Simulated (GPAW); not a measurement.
# Sn (I4/mmm) in GPAW: reference runs

Reference runs on Sn: the cell as given and a disturbed copy.

All numbers are computed with GPAW 26.7.0; they aren't measurements. Logs are shortened: lines on timing, memory, paths and dates and some standing lists are left out, and cuts for length are marked. The log counts tension as positive stress, the text compression.

## (1) The crystal as given

Symmetry: I4/mmm, No. 139, tetragonal system. Conventional cell: a = 4.058 Å, b = 4.058 Å, c = 3.322 Å, α = 90.00°, β = 90.00°, γ = 90.00°. Around Sn (site symmetry 4/mmm) lie 10 Sn at 3.32 Å.

This isn't the form of Sn at room conditions, which is tetragonal (white tin).

## (2) Single point, PBE

Input file run.py:

```python
from ase import Atoms
from ase.dft.bandgap import bandgap
from ase.io import write
from ase.units import Bohr, GPa
from gpaw import GPAW, PW
from gpaw.elf import elf_from_dft_calculation

atoms = Atoms(['Sn'],
              cell=[[-2.029189411, 2.029189411, 1.6607599896],
                    [2.029189411, -2.029189411, 1.6607599896],
                    [2.029189411, 2.029189411, -1.6607599896]],
              scaled_positions=[[0.0, 0.0, 0.0]],
              pbc=True)

calc = GPAW(mode=PW(600),
            xc='PBE',
            kpts={'size': (10, 10, 10), 'gamma': True},
            occupations={'name': 'fermi-dirac', 'width': 0.05},
            nbands=14,
            convergence={'density': 1e-05, 'energy': 1e-05},
            maxiter=150,
            txt='gpaw.txt')
atoms.calc = calc
energy = atoms.get_potential_energy()
forces = atoms.get_forces()
stress = atoms.get_stress()
calc.write('gs.gpw')
write('result.traj', atoms)
print(f'Energy: {energy:.6f} eV')
print('Forces (eV/A):')
print(forces.round(4))
print('Stress (GPa):', (stress / GPa).round(3))
print('Fermi level:', round(calc.get_fermi_level(), 4), 'eV')
print(f'Gap: {bandgap(calc)[0]:.4f} eV, direct: {bandgap(calc, direct=True)[0]:.4f} eV')

# fields on the real-space grid
write('density.cube', atoms, data=calc.get_pseudo_density() * Bohr**3)
write('potential.cube', atoms, data=calc.get_electrostatic_potential())
write('elf.cube', atoms, data=elf_from_dft_calculation(calc).data)
```

Potentials or basis: GPAW PAW data sets (gpaw-data 1.2.1), pw.

Run with:

```
$ OMP_NUM_THREADS=1 python run.py
```

gpaw.txt:

```text
__  _  _
 | _ |_)|_||  |
 |__||  | ||/\| - 26.7.0

Input parameters:
  mode=PW(ecut=600.0),
  convergence={'density': 1e-05, 'energy': 1e-05},
  kpts=MonkhorstPack(size=(10, 10, 10), gamma=True),
  maxiter=150,
  nbands=14,
  occupations=Occupations(name='fermi-dirac', width=0.05),
  xc=XC(name='PBE')

Diagonalizing LCAO Hamiltonian
Converting LCAO to pw mode

       Sn

Atoms  # Å, Bohr magnetons
|   | symbol |        x |        y |        z |    initial magnetic moments |
|---|--------|----------|----------|----------|-----------------------------|
| 0 |     Sn | 0.000000 | 0.000000 | 0.000000 | ( 0.0000,  0.0000,  0.0000) |

Unit cell  # Å
| periodic |         x |         y |         z |  lengths |     angles |
|----------|-----------|-----------|-----------|----------|------------|
|      yes | -2.029189 |  2.029189 |  1.660760 | 3.315621 | 104.530205 |
|      yes |  2.029189 | -2.029189 |  1.660760 | 3.315621 | 104.530205 |
|      yes |  2.029189 |  2.029189 | -1.660760 | 3.315621 | 119.882259 |

Number of symmetries: 16
Symmetry operations  # r_c * U_cc + t_c -> r_c
|    | kind |            matrix            |
|----|------|------------------------------|
|  0 |  σ   |  1, 1, 1,  0, 0,-1,  0,-1, 0 |
|  1 |  C4  |  1, 1, 1,  0, 0,-1, -1, 0, 0 |
|  2 |  E   |  1, 0, 0,  0, 1, 0,  0, 0, 1 |
|  3 |  σ   |  1, 0, 0,  0, 1, 0, -1,-1,-1 |
|  4 |  σ   |  0, 1, 0,  1, 0, 0,  0, 0, 1 |
|  5 |  C2  |  0, 1, 0,  1, 0, 0, -1,-1,-1 |
|  6 |  C2  |  0, 0, 1, -1,-1,-1,  1, 0, 0 |
|  7 |  S4  |  0, 0, 1, -1,-1,-1,  0, 1, 0 |
|  8 |  C4  |  0, 0,-1,  1, 1, 1,  0,-1, 0 |
|  9 |  σ   |  0, 0,-1,  1, 1, 1, -1, 0, 0 |
| 10 |  σ   |  0,-1, 0, -1, 0, 0,  1, 1, 1 |
| 11 |  C2  |  0,-1, 0, -1, 0, 0,  0, 0,-1 |
| 12 |  C2  | -1, 0, 0,  0,-1, 0,  1, 1, 1 |
| 13 |  i   | -1, 0, 0,  0,-1, 0,  0, 0,-1 |
| 14 |  S4  | -1,-1,-1,  0, 0, 1,  1, 0, 0 |
| 15 |  C2  | -1,-1,-1,  0, 0, 1,  0, 1, 0 |

BZ-sampling:
  Number of BZ points: 1000
  Number of IBZ points: 102

  Monkhorst-Pack size: [10, 10, 10]
  Monkhorst-Pack shift: [0.05, 0.05, 0.05]

K-points  # in reciprocal-cell coordinates
|     |                                coordinates |     weight |
|-----|--------------------------------------------|------------|
|   0 | (  0.00000000,   0.00000000,   0.00000000) | 0.00100000 |
|   1 | (  0.10000000,  -0.10000000,   0.00000000) | 0.00400000 |
|   2 | (  0.10000000,  -0.10000000,   0.10000000) | 0.00400000 |
|   3 | (  0.10000000,   0.00000000,   0.00000000) | 0.00800000 |
|   4 | (  0.10000000,   0.10000000,  -0.10000000) | 0.00200000 |
|   5 | (  0.20000000,  -0.20000000,   0.00000000) | 0.00400000 |
|   6 | (  0.20000000,  -0.20000000,   0.10000000) | 0.00800000 |
|   7 | (  0.20000000,  -0.20000000,   0.20000000) | 0.00400000 |
|   8 | (  0.20000000,  -0.10000000,   0.00000000) | 0.01600000 |
|   9 | (  0.20000000,  -0.10000000,   0.10000000) | 0.00800000 |
| ... |                                            |            |
| 101 | (  0.50000000,   0.50000000,   0.50000000) | 0.00100000 |

Plane wave coefficients: 937
Cutoff: 600.0 eV

Spin-components: 1 (collinear spins)
Bands:           14
Projectors:      6
Spin-degeneracy: 2
Datatype:        complex128

Parallelization:
  kpt:    1
  domain: 1
  band:   1

Density:
  Valence electrons: 14.0
  Components: 1
  Grid points: [20 20 20]
  Charge: 0.0  # |e|

Potential:
  Grid points: [20 20 20]

species:
  Sn:
    name:    Tin
    Z:       50.0
    valence: 14
    core:    36
    charge:  0.0  # [|e|]
    compensation charges:
      type: gauss
      rc: 0.38  # [Å]
      lmax: 2
    cutoffs:
      filter: 2.23  # [Å]
      core: 2.35  # [Å]
    projectors
    | kind |    occ | energy [eV] | rcut [Å] |
    |------|--------|-------------|----------|
    |   5s |  2.000 |     -10.538 |    1.201 |
    |   5p |  2.000 |      -3.696 |    1.270 |
    |   4d | 10.000 |     -25.845 |    1.185 |
    |    s |        |      16.674 |    1.201 |
    |    p |        |      23.515 |    1.270 |
    |    d |        |       1.367 |    1.185 |

    Using partial waves for Sn as LCAO basis

Reference energy: -168010.693307  # eV

eigensolver:
  PPCG
  Converge bands: occupied
  niter=2

density mixing:
  MSR1-Mixer
  Pratt-step length: 0.05
  Maximum mixing coefficient: 0.75
  Old densities: 10
  SVD Regularization: 0.005
  Good broyden scale: 1.0
  Trust region scale: 1.0
  Backstep threshold: 4.0
  History deletion threshold: 6.0
  Fourier metric: weight=20.0, sigma=0.015

occupation numbers:
  Fermi-Dirac:
    width: 0.0500  # eV

poisson solver:
  ecut: 4800.0  # eV

xc functional:
  name: PBE with 2 nearest neighbor stencil

convergence criteria:
- Maximum integral of absolute [dens]ity change: 1e-05 electrons / valence electron
- Maximum [total energy] change in last 3 cyles: 1e-05 eV / valence electron
- Maximum integral of absolute [eigenst]ate change: 4e-08 eV^2 / valence electron
maximum number of iterations: 150

SCF iterations
|iter     | |      energy | eigst |  dens |
|---------|-|-------------|-------|-------|
|iter:   1| |   -3.994484 | -0.16 |       |
|iter:   2| |   -3.993891 | -2.69 | -1.76 |
|iter:   3| |   -3.983965 | -2.81 | -1.79 |
|iter:   4| |   -3.984279 | -3.72 | -2.33 |
|iter:   5| |   -3.984379 | -4.75 | -2.95 |
|iter:   6| |   -3.984385c| -6.08 | -3.80 |
|iter:   7| |   -3.984386c| -7.31 | -4.50 |
|iter:   8| |   -3.984386c| -8.04c| -5.18c|

Converged in 8 steps
Energy contributions relative to reference atoms: (reference = -168010.693307)

Energy contributions:
  Kinetic:           4.499919
  Coulomb:          -4.383140
  Zero:              0.002587
  External:          0.000000
  Xc:               -4.101398
  Entropy:          -0.004709
  Spinorbit:         0.000000
  ----------------------------
  Free energy:      -3.986740
  Extrapolated:     -3.984386

dipole moment: (-6.870070, -6.870070, -5.622707)  # |e|*Ang

Fermi level: 7.089
Eigenvalues  # (at kpt = [0.000, 0.000, 0.000])
| band index |      eig [eV] | occ [0-2] |
|------------|---------------|-----------|
|          0 |       -14.423 |     2.000 |
|          1 |       -14.348 |     2.000 |
|          2 |       -14.348 |     2.000 |
|          3 |       -14.345 |     2.000 |
|          4 |       -14.232 |     2.000 |
|          5 |        -3.897 |     2.000 |
|          6 |        13.887 |     0.000 |
|          7 |        13.887 |     0.000 |
|          8 |        16.442 |     0.000 |
|          9 |        17.359 |     0.000 |
|         10 |        18.512 |     0.000 |
|         11 |        19.768 |     0.000 |
|         12 |        19.768 |     0.000 |
|         13 |        21.686 |     0.000 |

No gap
No difference between direct/indirect transitions

Forces  # eV/Ang
|       x |       y |       z |
|---------|---------|---------|
| 0.00000 | 0.00000 | 0.00000 |  # Sn   0

Stress tensor  # eV/Ang^3
|         x |         y |         z |
|-----------|-----------|-----------|
| -0.001295 |  0.000000 |  0.000000 |
|  0.000000 | -0.001295 | -0.000000 |
|  0.000000 | -0.000000 | -0.009199 |

# Writing to gs.gpw (mode='')
```

Wall time 14 s (1 thread of AMD EPYC 7B13 (Zen 3), shared host); peak memory 0.16 GiB.

What came out:

```yaml
Free_energy: -3.9867 eV
Pressure: 0.6 GPa
Band_gap_on_the_k_mesh: none (metal or under the smearing width)
```

Levels at points of the mesh, in eV from the Fermi level:
| k point | band 3 | band 4 | band 5 | band 6 | band 7 | band 8 | band 9 | band 10 |
| --- | --- | --- | --- | --- | --- | --- | --- | --- |
| (0.00, 0.00, 0.00) | -21.44 | -21.43 | -21.32 | -10.99 | 6.80 | 6.80 | 9.35 | 10.27 |
| (0.50, 0.00, 0.50) | -21.36 | -21.29 | -21.27 | -5.70 | -4.12 | 3.10 | 4.36 | 7.23 |
| (0.50, 0.50, 0.00) | -21.40 | -21.37 | -21.28 | -7.21 | -4.64 | 5.82 | 7.78 | 10.40 |
| (0.50, 0.50, 0.50) | -21.29 | -21.29 | -21.26 | -3.33 | -1.53 | -1.53 | 2.56 | 3.10 |

## (3) Single point, PBE (cell strained at random at fixed volume)

Input file run.py:

```python
from ase.dft.bandgap import bandgap
from ase.io import read, write
from ase.units import GPa
from gpaw import GPAW, PW

atoms = read('Sn.xyz')

calc = GPAW(mode=PW(600),
            xc='PBE',
            kpts={'size': (10, 10, 10), 'gamma': True},
            occupations={'name': 'fermi-dirac', 'width': 0.05},
            nbands=14,
            convergence={'density': 1e-05, 'energy': 1e-05},
            maxiter=150,
            txt='gpaw.txt')
atoms.calc = calc
energy = atoms.get_potential_energy()
forces = atoms.get_forces()
stress = atoms.get_stress()
calc.write('gs.gpw')
write('result.traj', atoms)
print(f'Energy: {energy:.6f} eV')
print('Forces (eV/A):')
print(forces.round(4))
print('Stress (GPa):', (stress / GPa).round(3))
print('Fermi level:', round(calc.get_fermi_level(), 4), 'eV')
print(f'Gap: {bandgap(calc)[0]:.4f} eV, direct: {bandgap(calc, direct=True)[0]:.4f} eV')
```

Input file Sn.xyz:

```xyz
1
Lattice="-1.9692270000 2.0562270000 1.6220070000 2.0445460000 -2.0389000000 1.6928640000 1.9785480000 2.0482210000 -1.6008370000" Properties=species:S:1:pos:R:3 pbc="T T T"
Sn    -0.0149674001      0.0131782780      0.0161330217
```

Potentials or basis: GPAW PAW data sets (gpaw-data 1.2.1), pw.

Run with:

```
$ OMP_NUM_THREADS=1 python run.py
```

gpaw.txt:

```text
__  _  _
 | _ |_)|_||  |
 |__||  | ||/\| - 26.7.0

Input parameters:
  mode=PW(ecut=600.0),
  convergence={'density': 1e-05, 'energy': 1e-05},
  kpts=MonkhorstPack(size=(10, 10, 10), gamma=True),
  maxiter=150,
  nbands=14,
  occupations=Occupations(name='fermi-dirac', width=0.05),
  xc=XC(name='PBE')

Diagonalizing LCAO Hamiltonian
Converting LCAO to pw mode

       Sn

Atoms  # Å, Bohr magnetons
|   | symbol |         x |        y |        z |    initial magnetic moments |
|---|--------|-----------|----------|----------|-----------------------------|
| 0 |     Sn | -0.014967 | 0.013178 | 0.016133 | ( 0.0000,  0.0000,  0.0000) |

Unit cell  # Å
| periodic |         x |         y |         z |  lengths |     angles |
|----------|-----------|-----------|-----------|----------|------------|
|      yes | -1.969227 |  2.056227 |  1.622007 | 3.276710 | 105.058622 |
|      yes |  2.044546 | -2.038900 |  1.692864 | 3.347099 | 102.304156 |
|      yes |  1.978548 |  2.048221 | -1.600837 | 3.266885 | 119.933923 |

Number of symmetries: 1
Symmetry operations  # r_c * U_cc + t_c -> r_c
|   | kind |            matrix            |
|---|------|------------------------------|
| 0 |  E   |  1, 0, 0,  0, 1, 0,  0, 0, 1 |

BZ-sampling:
  Number of BZ points: 1000
  Number of IBZ points: 504

  Monkhorst-Pack size: [10, 10, 10]
  Monkhorst-Pack shift: [0.05, 0.05, 0.05]

K-points  # in reciprocal-cell coordinates
|     |                                coordinates |     weight |
|-----|--------------------------------------------|------------|
|   0 | (  0.00000000,   0.00000000,   0.00000000) | 0.00100000 |
|   1 | (  0.00000000,   0.00000000,   0.10000000) | 0.00200000 |
|   2 | (  0.00000000,   0.00000000,   0.20000000) | 0.00200000 |
|   3 | (  0.00000000,   0.00000000,   0.30000000) | 0.00200000 |
|   4 | (  0.00000000,   0.00000000,   0.40000000) | 0.00200000 |
|   5 | (  0.00000000,   0.00000000,   0.50000000) | 0.00100000 |
|   6 | (  0.00000000,   0.10000000,  -0.40000000) | 0.00200000 |
|   7 | (  0.00000000,   0.10000000,  -0.30000000) | 0.00200000 |
|   8 | (  0.00000000,   0.10000000,  -0.20000000) | 0.00200000 |
|   9 | (  0.00000000,   0.10000000,  -0.10000000) | 0.00200000 |
| ... |                                            |            |
| 503 | (  0.50000000,   0.50000000,   0.50000000) | 0.00100000 |

Plane wave coefficients: 932
Cutoff: 600.0 eV

Spin-components: 1 (collinear spins)
Bands:           14
Projectors:      6
Spin-degeneracy: 2
Datatype:        complex128

Parallelization:
  kpt:    1
  domain: 1
  band:   1

Density:
  Valence electrons: 14.0
  Components: 1
  Grid points: [20 20 20]
  Charge: 0.0  # |e|

Potential:
  Grid points: [20 20 20]

species:
  Sn:
    name:    Tin
    Z:       50.0
    valence: 14
    core:    36
    charge:  0.0  # [|e|]
    compensation charges:
      type: gauss
      rc: 0.38  # [Å]
      lmax: 2
    cutoffs:
      filter: 2.23  # [Å]
      core: 2.35  # [Å]
    projectors
    | kind |    occ | energy [eV] | rcut [Å] |
    |------|--------|-------------|----------|
    |   5s |  2.000 |     -10.538 |    1.201 |
    |   5p |  2.000 |      -3.696 |    1.270 |
    |   4d | 10.000 |     -25.845 |    1.185 |
    |    s |        |      16.674 |    1.201 |
    |    p |        |      23.515 |    1.270 |
    |    d |        |       1.367 |    1.185 |

    Using partial waves for Sn as LCAO basis

Reference energy: -168010.693307  # eV

eigensolver:
  PPCG
  Converge bands: occupied
  niter=2

density mixing:
  MSR1-Mixer
  Pratt-step length: 0.05
  Maximum mixing coefficient: 0.75
  Old densities: 10
  SVD Regularization: 0.005
  Good broyden scale: 1.0
  Trust region scale: 1.0
  Backstep threshold: 4.0
  History deletion threshold: 6.0
  Fourier metric: weight=20.0, sigma=0.015

occupation numbers:
  Fermi-Dirac:
    width: 0.0500  # eV

poisson solver:
  ecut: 4800.0  # eV

xc functional:
  name: PBE with 2 nearest neighbor stencil

convergence criteria:
- Maximum integral of absolute [dens]ity change: 1e-05 electrons / valence electron
- Maximum [total energy] change in last 3 cyles: 1e-05 eV / valence electron
- Maximum integral of absolute [eigenst]ate change: 4e-08 eV^2 / valence electron
maximum number of iterations: 150

SCF iterations
|iter     | |      energy | eigst |  dens |
|---------|-|-------------|-------|-------|
|iter:   1| |   -3.992562 | -0.15 |       |
|iter:   2| |   -3.992027 | -2.68 | -1.76 |
|iter:   3| |   -3.982309 | -2.82 | -1.79 |
|iter:   4| |   -3.982625 | -3.69 | -2.33 |
|iter:   5| |   -3.982726 | -4.65 | -2.94 |
|iter:   6| |   -3.982731c| -6.06 | -3.80 |
|iter:   7| |   -3.982732c| -7.30 | -4.50 |
|iter:   8| |   -3.982732c| -8.01c| -5.15c|

Converged in 8 steps
Energy contributions relative to reference atoms: (reference = -168010.693307)

Energy contributions:
  Kinetic:           4.610899
  Coulomb:          -4.480359
  Zero:              0.002931
  External:          0.000000
  Xc:               -4.114103
  Entropy:          -0.004199
  Spinorbit:         0.000000
  ----------------------------
  Free energy:      -3.984831
  Extrapolated:     -3.982732

dipole moment: (6.306445, 6.995615, -16.495835)  # |e|*Ang

Fermi level: 7.120
Eigenvalues  # (at kpt = [0.000, 0.000, 0.000])
| band index |      eig [eV] | occ [0-2] |
|------------|---------------|-----------|
|          0 |       -14.426 |     2.000 |
|          1 |       -14.355 |     2.000 |
|          2 |       -14.340 |     2.000 |
|          3 |       -14.326 |     2.000 |
|          4 |       -14.228 |     2.000 |
|          5 |        -3.899 |     2.000 |
|          6 |        13.786 |     0.000 |
|          7 |        13.933 |     0.000 |
|          8 |        16.348 |     0.000 |
|          9 |        17.327 |     0.000 |
|         10 |        18.485 |     0.000 |
|         11 |        19.633 |     0.000 |
|         12 |        19.956 |     0.000 |
|         13 |        21.453 |     0.000 |

No gap
No difference between direct/indirect transitions

Forces  # eV/Ang
|        x |        y |        z |
|----------|----------|----------|
| -0.00000 | -0.00000 | -0.00000 |  # Sn   0

Stress tensor  # eV/Ang^3
|         x |         y |         z |
|-----------|-----------|-----------|
| -0.001786 |  0.001091 |  0.001904 |
|  0.001091 | -0.002527 |  0.000529 |
|  0.001904 |  0.000529 | -0.011225 |

# Writing to gs.gpw (mode='')
```

stdout:

```text
Energy: -3.982732 eV
Forces (eV/A):
[[-0. -0. -0.]]
Stress (GPa): [-0.286 -0.405 -1.799  0.085  0.305  0.175]
Fermi level: 7.1197 eV
Gap: 0.0000 eV, direct: 0.0000 eV
```

Run time: 56 s. Hardware: 1 thread of AMD EPYC 7B13 (Zen 3), shared host; peak memory 0.31 GiB.

What came out:

```
Free energy            : -3.9848 eV
Pressure               : 0.8 GPa
Band gap on the k mesh : none (metal or under the smearing width)
```

Levels at points of the mesh, in eV from the Fermi level:
```csv
k point,band 5,band 6,band 7,band 8,band 9,band 10
"(0.00, 0.00, 0.00)",-21.35,-11.02,6.67,6.81,9.23,10.21
"(0.00, 0.00, 0.50)",-21.31,-7.28,-4.68,5.82,7.86,10.26
"(0.00, 0.50, 0.00)",-21.31,-6.02,-4.25,3.31,4.38,7.33
"(0.00, 0.50, 0.50)",-21.30,-5.69,-4.15,2.92,4.62,6.82
"(0.50, 0.00, 0.00)",-21.30,-5.84,-4.21,3.11,4.67,7.01
"(0.50, 0.00, 0.50)",-21.28,-5.31,-3.98,2.61,4.01,6.67
"(0.50, 0.50, 0.00)",-21.30,-7.22,-4.67,5.68,7.89,10.01
"(0.50, 0.50, 0.50)",-21.28,-3.38,-1.74,-1.42,2.61,3.07
```
